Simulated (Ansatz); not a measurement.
# Si3N4 with one atom moved — 14N nuclear quadrupole resonance

Cell: a structure deposited in the COD, relaxed with PBE at fixed cell and then changed (atom 5 (Si) moved by 0.10 Å).

```yaml
crystal:
  lattice:
    - [7.59500, 0.00000, 0.00000]
    - [-3.79750, 6.57746, 0.00000]
    - [0.00000, 0.00000, 2.90230]
  atoms:
    - { symbol: Si, position: [0.76732, 0.17356, 0.32564] }
    - { symbol: Si, position: [0.59376, 0.76732, 0.82564] }
    - { symbol: Si, position: [0.82644, 0.59376, 0.32564] }
    - { symbol: Si, position: [0.23268, 0.82644, 0.82564] }
    - { symbol: Si, position: [0.41384, 0.24788, 0.32564] }
    - { symbol: Si, position: [0.17356, 0.40624, 0.82564] }
    - { symbol: N, position: [0.02936, 0.32975, 0.32565] }
    - { symbol: N, position: [0.69961, 0.02936, 0.82565] }
    - { symbol: N, position: [0.67025, 0.69961, 0.32565] }
    - { symbol: N, position: [0.97064, 0.67025, 0.82565] }
    - { symbol: N, position: [0.30039, 0.97064, 0.32565] }
    - { symbol: N, position: [0.32975, 0.30039, 0.82565] }
    - { symbol: N, position: [0.33333, 0.66667, 0.82553] }
    - { symbol: N, position: [0.66667, 0.33333, 0.32553] }
```

Atoms are numbered from 1 in the order listed; like atoms form one site, named after its first atom.

Computed with Ansatz: DFT, PBE, plane waves and PAW, scalar-relativistic, 420 eV cutoff, Γ-centred 4×4×10 k-points, Fermi–Dirac smearing 0.02 eV.

14N: I = 1, Q = 20.44 mb (year-2017 value). Static lattice, zero field.

(1) At which frequencies do the 14N NQR lines lie?

Results:

(1) For I = 1 the lines are ν± = (3/4)|C_Q|(1 ± η/3) and ν₀ = |C_Q|η/2.

| site | atoms | V_zz (10²¹ V/m²) | C_Q (MHz) | η | line frequencies (MHz) |
| --- | --- | --- | --- | --- | --- |
| N7 | 7 | -4.94 | -2.44 | 0.07 | 0.0820, 1.79, 1.87 |
| N8 | 8 | -5.04 | -2.49 | 0.05 | 0.0655, 1.84, 1.90 |
| N9 | 9 | -4.72 | -2.33 | 0.09 | 0.101, 1.70, 1.80 |
| N10 | 10 | -4.87 | -2.41 | 0.09 | 0.110, 1.75, 1.86 |
| N11 | 11 | -5.06 | -2.50 | 0.10 | 0.128, 1.81, 1.94 |
| N12 | 12 | -4.73 | -2.34 | 0.18 | 0.209, 1.65, 1.86 |
| N13 | 13 | -4.83 | -2.38 | 0.05 | 0.0611, 1.76, 1.82 |
| N14 | 14 | -4.66 | -2.30 | 0.16 | 0.185, 1.64, 1.82 |

At N7, N8, N9, N10, N11 and N12 and others V_zz stands upright on the plane through its three neighbours (within 4°) in each case.

At this cell the PBE pressure is 7 GPa, so with PBE the cell would grow if it were relaxed. With the atom moved the PBE pressure is 7 GPa. The atoms aren't relaxed after the move (largest force 2.9 eV/Å).
